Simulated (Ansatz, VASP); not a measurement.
**Two plane-wave programs on Rh**

The input POSCAR:

```
Rh
1.0
    0.0000000000      1.9008071574      1.9008071574
    1.9008071574      0.0000000000      1.9008071574
    1.9008071574      1.9008071574      0.0000000000
Rh
1
Direct
    0.0000000000      0.0000000000      0.0000000000
```

Contents of INCAR.step1:

```
ALGO = Normal
EDIFF = 1E-4
ENCUT = 520
GGA = PE
ISMEAR = 0
LASPH = T
LCHARG = F
LREAL = F
LWAVE = T
NBANDS = 14
NELM = 100
PREC = Accurate
SIGMA = 0.3
```

Contents of INCAR.step2:

```
ALGO = Normal
EDIFF = 1E-6
ENCUT = 520
ISIF = 2
ISMEAR = 0
ISTART = 1
LASPH = T
LCHARG = F
LMIXTAU = T
LREAL = F
LWAVE = F
METAGGA = R2SCAN
NBANDS = 14
NELM = 100
PREC = Accurate
SIGMA = 0.3
```

File KPOINTS:

```
k-points
0
Gamma
  14 14 14
```

Input for Ansatz:

```yaml
crystal:
  lattice:
    - [0.0, 1.9008071574, 1.9008071574]
    - [1.9008071574, 0.0, 1.9008071574]
    - [1.9008071574, 1.9008071574, 0.0]
  atoms:
    - { symbol: Rh, position: [0.0, 0.0, 0.0] }
hamiltonian:
  xc: r2scan
  pseudopotentials:
    kind: paw
    azcp:
      Rh: "pseudopotentials/Rh.paw.azcp"
basis:
  ecutwfc: 500
  fft_grid_basis: typed
kpoints:
  mp_grid: { grid: [14, 14, 14], shift: [0, 0, 0] }
magnetization:
  spin_polarized: false
scf:
  occupations: { method: gaussian, width: 0.3 }
  lower_state_search: "off"
output:
  stress: true
  write_density: true
  write_potential: true
  elf: true
  volumetric_format: npy
```

Alike in both runs: task single point; functional r2SCAN; k mesh 14 × 14 × 14; occupations gaussian, width 0.3 eV; no spin polarisation.

|  | VASP | Ansatz |
| --- | --- | --- |
| version | VASP 6.6.1 | Ansatz 0.2.0 |
| potentials or method | VASP PAW PBE potentials, release 64 (Rh_pv) | plane waves (500 eV) with PAW, scalar-relativistic |
| plane-wave cutoff (eV) | 520 | 500 |
| valence electrons in the cell | 15 | 17 |

VASP gave:

| Item | Value |
| --- | --- |
| pressure (GPa) | 1.4 |

Problem. What did Ansatz give for the same quantities?

Solution. Pressure (GPa): 0.2.

The functional is the same, so the differences come from potentials, cutoffs and numerics. The two sets of potentials don't hold the same shells in valence.

Caveats: the PAW data sets were made with another functional, which shifts forces and pressure a little (VASP).
